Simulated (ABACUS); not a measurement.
Crystal: La.

```
La
1.0
    -2.12383    2.12383    2.12383
     2.12383   -2.12383    2.12383
     2.12383    2.12383   -2.12383
La
1
Cartesian
  0.0000 0.0000 0.0000
```

This isn't the form of La at room conditions, which is double hcp.

| Quantity | Value |
| --- | --- |
| Program | ABACUS 3.10.1 |
| Task | single point |
| Functional | PBE |
| Potentials or basis | PseudoDojo NC SR 0.4.1 PBE standard |
| Cutoff | 1510 eV |
| Density cutoff | 6041 eV |
| Basis | DZP LCAO (the cutoffs set its grid) |
| k mesh | 9 × 9 × 9 |
| Occupations | fermi-dirac, width 0.05 eV |
| Spin | no spin polarisation |

On this cell: pressure -0.4 GPa; band gap on the k mesh none (metal or under the smearing width).

The same run follows on a disturbed copy (cell strained at random at fixed volume):

```xyz
1
Lattice="-2.1045 2.1793 2.1245 2.1382 -2.1291 2.1080 2.0848 2.1094 -2.0743" Properties=species:S:1:pos:R:3 pbc="T T T"
La   -0.0339   -0.0301   -0.0394
```

Question: What does the disturbed cell give?

Answer: The energy (extrapolated to zero smearing) moves by +0.2 meV/atom; pressure -0.4 GPa; band gap on the k mesh none (metal or under the smearing width).

Stress tensor (GPa, compression positive):
```
-0.65  0.13 -0.20
 0.13 -0.04 -0.29
-0.20 -0.29 -0.55
```

Caveats: the atomic orbitals were generated for these runs and aren't a published set; the basis of atomic orbitals isn't converged, which shifts pressures, moduli and gaps.
